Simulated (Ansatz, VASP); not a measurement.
# Two plane-wave programs on Si

Contents of INCAR:

```
PREC = Accurate
ENCUT = 600
EDIFF = 1E-7
ISMEAR = 0
SIGMA = 0.1
LREAL = F
LASPH = T
NELM = 100
ALGO = Normal
ISIF = 3
LWAVE = F
LCHARG = F
GGA = PE
IBRION = 2
NSW = 90
EDIFFG = -0.04
```

KPOINTS

```
regular mesh
0
Gamma
  4 4 4
```

The input POSCAR:

```
Si
1.0
    5.5443959600      0.0000000000      0.0000000000
    0.0000000000      4.2680247900      0.0000000000
    0.0000000000      0.0000000000      4.5226429000
Si
8
Direct
    0.4086137200      0.2500000000      0.0000000000
    0.5913862800      0.7500000000      0.5000000000
    0.5913862800      0.7500000000      0.0000000000
    0.4086137200      0.2500000000      0.5000000000
    0.9160691800      0.5096841400      0.2500000000
    0.0839308200      0.4903158600      0.7500000000
    0.0839308200      0.0096841400      0.2500000000
    0.9160691800      0.9903158600      0.7500000000
```

Input for Ansatz:

```yaml
crystal:
  lattice:
    - [5.54439596, 0.0, 0.0]
    - [0.0, 4.26802479, 0.0]
    - [0.0, 0.0, 4.5226429]
  atoms:
    - { symbol: Si, position: [0.40861372, 0.25, 0.0] }
    - { symbol: Si, position: [0.59138628, 0.75, 0.5] }
    - { symbol: Si, position: [0.59138628, 0.75, 0.0] }
    - { symbol: Si, position: [0.40861372, 0.25, 0.5] }
    - { symbol: Si, position: [0.91606918, 0.50968414, 0.25] }
    - { symbol: Si, position: [0.08393082, 0.49031586, 0.75] }
    - { symbol: Si, position: [0.08393082, 0.00968414, 0.25] }
    - { symbol: Si, position: [0.91606918, 0.99031586, 0.75] }
basis:
  ecutwfc: 420
kpoints:
  mp_grid: { grid: [4, 4, 4] }
hamiltonian:
  xc: pbe
scf:
  occupations: { method: gaussian, width: 0.1 }
  lower_state_search: "off"
output:
  forces: true
  stress: true
  eigenvalues: true
relax:
  adjacent_minimum: "off"
  f_tol: 0.04
  max_steps: 70
  cell: { stress_tol: 0.4 }
```

Alike in both runs: task relaxation of cell and atoms; functional PBE; k mesh 4 × 4 × 4; occupations gaussian, width 0.1 eV; no spin polarisation.

```csv
,VASP,Ansatz
version,VASP 6.6.1,Ansatz 0.2.0
potentials or method,"VASP PAW PBE potentials, release 64 (Si)","scalar-relativistic, plane waves, PAW"
plane-wave cutoff (eV),600,420
valence electrons in the cell,32,32
```

```tsv
	VASP	Ansatz	Ansatz less VASP
gap on the k mesh at the Fermi level, each at its own relaxed structure (eV)	none	none	-
relaxed volume (Å³/atom)	16.48	16.47	-0.009
relaxed cell length with the largest relative difference (Å)	5.701	5.690	-0.0109
energy change over the relaxation (meV/atom)	-306	-309	-2.4
```

A gap of «none» marks a metal or a gap that the smearing closes.

Caveats: the k mesh is coarse (spacing up to 0.37 Å⁻¹), so the values aren't converged; the volume moved by over 15 % at a fixed basis, so the end points are rough.
